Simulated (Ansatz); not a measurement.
# Which functional gives which lattice for ZrO2?

Starting cell:

Space group P4_2/nmc:1 (No. 137). a = 3.591 Å, b = 3.591 Å, c = 5.192 Å, α = 90.00°, β = 90.00°, γ = 90.00°
```csv
atom,site,symmetry,x,y,z
Zr,2a,-4m2,0.0000,0.0000,0.0000
O,4d,2mm.,0.0000,0.5000,0.2006
```

Ansatz, plane waves and PAW, scalar-relativistic (no spin–orbit coupling), 6×6×6 k-mesh. No spin polarisation. In the setting of the table the starting cell (space group P4_2/nmc) has 3.591 × 3.591 × 5.192 Å. Each functional was followed to zero pressure with shape and atoms relaxed, then fitted over four more volumes within ±4 % of it.

Question: Order the functionals by equilibrium volume, smallest first.
A. PBEsol
B. rPW86-PBE + rVV10
C. PBE + D4

Answer: A (11.09 Å³/atom), C (11.33 Å³/atom), B (11.67 Å³/atom).

Question: What are the cells and stiffnesses?

Answer: 
```json
{"functional": "PBE + D4", "V0 (Å³/atom)": "11.33", "cell": "3.604 × 3.604 × 5.237 Å", "B0 (GPa)": "164", "B′ from the pressures": "6.2", "gap on the mesh": "4.08 eV", "cutoff (eV)": "420"}
{"functional": "rPW86-PBE + rVV10", "V0 (Å³/atom)": "11.67", "cell": "3.638 × 3.638 × 5.292 Å", "B0 (GPa)": "165", "B′ from the pressures": "5.8", "gap on the mesh": "4.00 eV", "cutoff (eV)": "420"}
{"functional": "PBEsol", "V0 (Å³/atom)": "11.09", "cell": "3.585 × 3.585 × 5.176 Å", "B0 (GPa)": "183", "B′ from the pressures": "–", "gap on the mesh": "4.01 eV", "cutoff (eV)": "420"}
```

The volumes span 5.3 %, from PBEsol to rPW86-PBE + rVV10. The stiffness doesn't follow the volume steadily: stiffest PBEsol (183 GPa at 11.09 Å³/atom), softest PBE + D4 (164 GPa at 11.33 Å³/atom), yet rPW86-PBE + rVV10 is stiffer than PBE + D4 in a larger cell (165 against 164 GPa). B′ is left blank where a third-order fit to these five points leaves it in doubt.

Caveats: gaps at these levels are rough, and mostly too small.

Points behind the fit for rPW86-PBE + rVV10:

```tsv
V (Å³/atom)	E − Emin (meV/atom)	P (GPa)
11.205	10.54	7.57
11.439	2.51	3.53
11.672	0.00	-0.01
11.906	2.34	-3.12
12.139	8.82	-5.80
```
